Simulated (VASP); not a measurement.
Here is a VASP 6.6.1 calculation.

File INCAR:

```
SYSTEM = InAs
PREC = Accurate
ENCUT = 600
EDIFF = 1E-7
ISMEAR = 0
SIGMA = 0.03
LREAL = .False.
LASPH = .True.
NELM = 80
ALGO = Normal
ISIF = 3
LWAVE = .False.
LCHARG = .False.
GGA = PS
IBRION = 2
NSW = 90
EDIFFG = -0.005
KPAR = 4
```

File KPOINTS:

```
Automatic mesh
0
Gamma
  10 10 10
  0 0 0
```

POSCAR

```
InAs                                    
1.0
   -0.0000000000      3.0454540631      3.0454540631
    3.0454540631     -0.0000000000      3.0454540631
    3.0454540631      3.0454540631     -0.0000000000
  In              As            
     1     1
Direct
     0.0000000000000000    0.0000000000000000    0.0000000000000000
     0.2500000000000000    0.2500000000000000    0.2500000000000000
```

Potentials or basis: VASP PAW PBE potentials, release 64 (In_d, As).

Launch:

```bash
$ cat potpaw_PBE.64/In_d/POTCAR potpaw_PBE.64/As/POTCAR > POTCAR
$ mpirun -np 4 vasp_std > vasp.out
```

(1) What does it give for the band gap on the k mesh?

## Answers

(1) none (metal or under the smearing width).

Caveat: the relaxation stopped at its first step, so nothing moved; this crystal is a semiconductor, whose small gap the functional closes, so the metal is an error of the method.
